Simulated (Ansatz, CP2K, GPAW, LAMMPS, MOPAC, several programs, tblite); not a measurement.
What each method gives for SiO2 (anatase)

Anatase SiO2, relaxed with r2SCAN in Ansatz, was computed with several methods. Space group I4_1/amd (No. 141), tetragonal; a = 3.490 Å, c = 8.406 Å in the conventional setting, 8.53 Å³ an atom. Si is surrounded by 6 O at 1.76–1.78 Å; O is surrounded by 3 Si at 1.76–1.78 Å. (Calculated; spin-unpolarised; the phase may be known or hypothetical.)

```
Si O
1.0
    -1.74489    1.74489    4.20308
     1.74489   -1.74489    4.20308
     1.74489    1.74489   -4.20308
Si O
2 4
Cartesian
  0.0000 1.7449 2.1015
  0.0000 0.0000 0.0000
  0.0000 1.7449 0.3442
  0.0000 0.0000 6.6489
  0.0000 0.0000 1.7573
  0.0000 1.7449 3.8589
```

Gaps and times are for a single point on this cell; volume and bulk modulus come from each method's own relaxation or energy curve at fixed shape, which is too stiff where a cell has free coordinates or axes. Times are rough, from shared hosts (Arm Neoverse V2), and each method has its own mesh and cell size. A double dagger marks a value from a curve with shape and coordinates held. A star marks a curve whose lowest point is an end point. PM6 (MOPAC), PM7 (MOPAC), GFN1-xTB (tblite), GFN2-xTB (tblite) treat a cluster of cells at its zone centre, which samples few k points: where these miss a band edge, the gap comes out too large for that reason alone. Gaps from k meshes are read at a limited set of points (mesh, symmetry points, PBE's band edges), so each method's own least gap may be somewhat smaller. Force fields have no electrons; where one was fitted to this phase, its volume and modulus reflect the fit. xTB and the PM methods were fitted mostly to molecules, and can miss a solid's gap by electronvolts. Minimal bases can be far off for gaps. GLLB-SC's gap includes the derivative discontinuity. d marks a direct gap, i an indirect one (no mark: not told apart), a dash a value that wasn't computed or didn't pass its checks.

```csv
method,kind,gap (eV),own volume (Å³/atom),bulk modulus (GPa),atoms computed,processor time
SiO.tersoff (LAMMPS),force field,–,–,–,6,0.1 s
SiO.1997.vashishta (LAMMPS),force field,–,–,–,6,0.1 s
light PBE (260 eV and a coarse mesh),light plane-wave,6.11 i,–,–,6,0.95 s
GFN1-xTB (tblite),tight binding,7.41,9.43*‡,242*‡,108,4.2 s
PBE,semilocal,6.30 i,8.83,268‡,6,7 s
PM6 (MOPAC),semi-empirical,7.44,–,–,108,12 s
PM7 (MOPAC),semi-empirical,7.31,8.73‡,427‡,108,12 s
GFN2-xTB (tblite),tight binding,7.96,–,–,108,13 s
r2SCAN,semilocal,7.20 i,8.53,302‡,6,17 s
PBE/SZV (CP2K),small basis,5.62 i,–,–,6,21 s
GLLB-SC (GPAW),model potential,9.44,–,–,6,35 s
PBE/DZVP (CP2K),small basis,6.28 i,8.81‡,263‡,6,48 s
```

Against r2SCAN (7.20 eV) and with closed or daggered gaps left aside, the nearest gap at the points sampled is that of PM7 (MOPAC) (+0.11 eV) and the farthest that of GLLB-SC (GPAW) (+2.24 eV). r2SCAN is only a yardstick of convenience: semilocal gaps usually lie below measured ones, which GLLB-SC and hybrids aim to mend.

Volumes against r2SCAN's: PBE +3.5 %.

Runs without a result: SiO.1997.vashishta (LAMMPS) (relaxation), SiO.tersoff (LAMMPS) (relaxation), non-self-consistent DFTB (CP2K) (single point).

Relaxed on its own, the cell leaves this structure with SiO.tersoff (LAMMPS), SiO.1997.vashishta (LAMMPS), so no volume is listed.
